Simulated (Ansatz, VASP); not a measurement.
**One calculation of PbO (Litharge), two programs**

```
CELL_PARAMETERS angstrom
3.98762 0.00000 0.00000
0.00000 3.98762 0.00000
0.00000 0.00000 5.08105
ATOMIC_POSITIONS crystal
Pb 0.00000 0.50000 0.23312
Pb 0.50000 0.00000 0.76688
O 0.00000 0.00000 0.00000
O 0.50000 0.50000 0.00000
```

Alike in both runs: functional PBEsol; k mesh 8 × 8 × 6; occupations gaussian, width 0.02 eV; no spin polarisation.

Ansatz relaxed the structure, and its values are those at the end. VASP's run is a single point on that final structure, the one shown.

```csv
,VASP,Ansatz
version,VASP 6.6.1,Ansatz 0.2.0
potentials or method,"VASP PAW PBE potentials, release 64 (Pb_d, O)","scalar-relativistic, plane waves, PAW"
plane-wave cutoff (eV),520,420
valence electrons in the cell,40,40
```

|  | VASP | Ansatz | Ansatz less VASP |
| --- | --- | --- | --- |
| gap on the k mesh at the Fermi level (eV) | 1.24 | 1.23 | -0.006 |
| least direct gap on the mesh (eV) | 2.20 | 2.21 | +0.016 |
| pressure (GPa) | 0.1 | 0.0 | -0.09 |
| rms of the force components (eV/Å) | 0.018 | 0.000 | -0.0181 |

Caveats: the PAW data sets were made with another functional, which shifts forces and pressure a little (VASP); spin-orbit coupling is left out, which as a rule narrows the gap of such compounds by several tenths of an eV. A k mesh can miss the band edges.
